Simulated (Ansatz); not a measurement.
A surface is cut from this relaxed crystal of AlN:

```
Al N
1.0
     3.11369    0.00000    0.00000
    -1.55685    2.69654    0.00000
     0.00000    0.00000    4.98342
Al N
2 2
Direct
  0.33333 0.66667 0.00151
  0.66667 0.33333 0.50151
  0.33333 0.66667 0.38349
  0.66667 0.33333 0.88349
```

Miller indices refer to the conventional cell of P6_3mc (No. 186), a = 3.114 Å, b = 3.114 Å, c = 4.983 Å, α = 90.00°, β = 90.00°, γ = 120.00°. The bulk's gap is 4.10 eV.

The (111) slab of 17 planes, 12.1 Å thick with 15 Å of vacuum as cut; outer planes AlN (top) and AlN (bottom).

Level of theory: Ansatz 0.2.0, DFT PBEsol, scalar-relativistic, plane waves, PAW. Plane waves to 420 eV, a k mesh through Γ of 6×5×1 on the computed 34-atom cell and Gaussian smearing (0.05 eV); no spin polarisation. A dipole correction removes the field between periodic images along c.

This cut of an insulator is polar or leaves open shells, so the slab is metallic here; real surfaces compensate by reconstruction or adsorbates.

Results for the relaxed slab:

| Property | Result |
| --- | --- |
| Surface energy (mean of both faces) | 3.33 J/m² |
| Gap of the slab on the mesh | none (metal or semimetal) |
| Work function | 3.56 eV (top), 5.40 eV (bottom) |
| Dipole of the slab along +c, per cell | 0.29 e·Å |

Relaxation lowers the energy by 0.711 J/m² a face; the largest move is 0.877 Å.

```csv
plane (bottom to top),atoms,"spacing to next, bulk (Å)",relaxed (Å),change (%),rumpling (Å)
1,AlN,0.743,0.641,-13.7,0.248
2,AlN,0.743,0.571,-23.1,0.132
3,AlN,0.743,0.954,+28.4,0.223
4,AlN,0.743,0.632,-14.9,0.071
5,AlN,0.743,0.794,+6.8,0.110
6,AlN,0.743,0.721,-2.9,0.178
7,AlN,0.743,0.761,+2.4,0.155
8,AlN,0.743,0.736,-1.0,0.112
9,AlN,0.743,0.744,+0.2,0.141
10,AlN,0.743,0.753,+1.4,0.127
11,AlN,0.743,0.723,-2.6,0.155
12,AlN,0.743,0.800,+7.6,0.168
13,AlN,0.743,0.626,-15.8,0.088
14,AlN,0.743,0.939,+26.3,0.125
15,AlN,0.743,0.577,-22.3,0.306
16,AlN,0.743,0.697,-6.2,0.031
17,AlN,,,,0.082
```

Spin polarisation was left out, and a magnetic state may lie lower.